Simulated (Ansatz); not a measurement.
# Computed properties of Lu

```yaml
crystal:
  lattice:
    - [3.20283, 0.00000, 0.00000]
    - [0.00000, 3.20283, 0.00000]
    - [0.00000, 0.00000, 3.20283]
  atoms:
    - { symbol: Lu, position: [0.00000, 0.00000, 0.00000] }
```

The structure comes from a relaxation in the same program, started in the sc type, and has space group Pm-3m. Whether it is a known phase or the ground state wasn't checked.

No spin–orbit coupling, which matters for the heavy atoms here.

The calculation used DFT, PBE, all-electron LAPW, scalar-relativistic in Ansatz 0.2.0.

Settings: a Γ-centred 13×13×13 k mesh, Fermi–Dirac smearing of 0.03 eV, basis error target 0.25 meV/atom, no spin polarisation.

- Band gap: none: with an odd electron count and no spin polarisation the bands can't all be full, a metal in this set-up (spin order or a larger cell could open a gap)
- Density of states at the Fermi level (0.2 eV bin): 2.09 states/eV per cell
- Volume per atom: 221.7 bohr³
- Pressure at this cell: 0.00 GPa
